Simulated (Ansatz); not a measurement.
MnO2:

```
Mn O
1.0
    -4.90750    4.90750    1.42350
     4.90750   -4.90750    1.42350
     4.90750    4.90750   -1.42350
Mn O
4 8
Direct
  0.83000 0.65000 0.48000
  0.65000 0.17000 0.82000
  0.17000 0.35000 0.52000
  0.35000 0.83000 0.18000
  0.45800 0.16000 0.61800
  0.16000 0.54200 0.70200
  0.54200 0.84000 0.38200
  0.84000 0.45800 0.29800
  0.20500 0.16000 0.36500
  0.16000 0.79500 0.95500
  0.79500 0.84000 0.63500
  0.84000 0.20500 0.04500
```

Measurements of this composition are mostly on another form, of space group No. 136.

Base run:

```yaml
Program: Ansatz 0.2.0
Functional: PBEsol
Potentials_or_basis: Ansatz PAW
Cutoff: "420 eV (not typed: the program's choice for these potentials)"
k_mesh: 10 × 10 × 10
Occupations: fermi-dirac, width 0.05 eV
Spin: collinear spin, ferrimagnetic start
Starting_moments: "[4.0, -2.0, 4.0, -2.0, 0.0, 0.0, 0.0, 0.0, 0.0, 0.0, 0.0, 0.0] μB"
```

Its results: band gap on the k mesh 0.43 eV, indirect (least direct gap 0.56 eV); pressure -4.1 GPa; largest force 0.727 eV/Å.

Problem. The run is repeated on the same cell with these changes: spin from collinear spin, ferrimagnetic start to no spin polarisation. What comes out?

Solution. Band gap on the k mesh none (metal or under the smearing width); pressure -12.1 GPa; largest force 1.327 eV/Å.

Caveats: the PAW data sets come from PBE, with cores solved anew for the run's functional, which leaves a small shift of forces and pressure; semilocal functionals often make such compounds metallic where correlation or magnetic order opens a gap, which also shifts bond lengths (some runs); forces of over 1 eV/Å show positions far from the minimum, so gaps and moduli don't describe the material at rest (some runs).

A k mesh can miss the band edges.
